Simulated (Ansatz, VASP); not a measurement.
# Two plane-wave programs on AlN

```
Al N
1.0
     3.11000    0.00000    0.00000
    -1.55500    2.69334    0.00000
     0.00000    0.00000    4.98682
Al N
2 2
Direct
  0.33333 0.66667 0.99917
  0.66667 0.33333 0.49917
  0.33333 0.66667 0.38083
  0.66667 0.33333 0.88083
```

Alike in both runs: functional PBEsol; k mesh 6 × 6 × 4; no spin polarisation.

Ansatz relaxed the structure, and its values are those at the end. VASP's run is a single point on that final structure, the one shown.

```csv
,VASP,Ansatz
version,VASP 6.6.1,Ansatz 0.2.0
potentials or method,"VASP PAW PBE potentials, release 64 (Al, N)","scalar-relativistic, plane waves, PAW"
plane-wave cutoff (eV),520,420
occupations,"gaussian, width 0.01 eV",fixed
valence electrons in the cell,16,16
```

|  | VASP | Ansatz | Ansatz less VASP |
| --- | --- | --- | --- |
| gap on the k mesh at the Fermi level (eV) | 4.14 | 4.12 | -0.016 |
| least direct gap on the mesh (eV) | 4.14 | 4.12 | -0.016 |
| pressure (GPa) | 0.3 | 0.4 | +0.07 |

Caveats: the PAW data sets were made with another functional, which shifts forces and pressure a little (VASP). A hybrid or GW would open this gap; PBEsol tends to underestimate it.
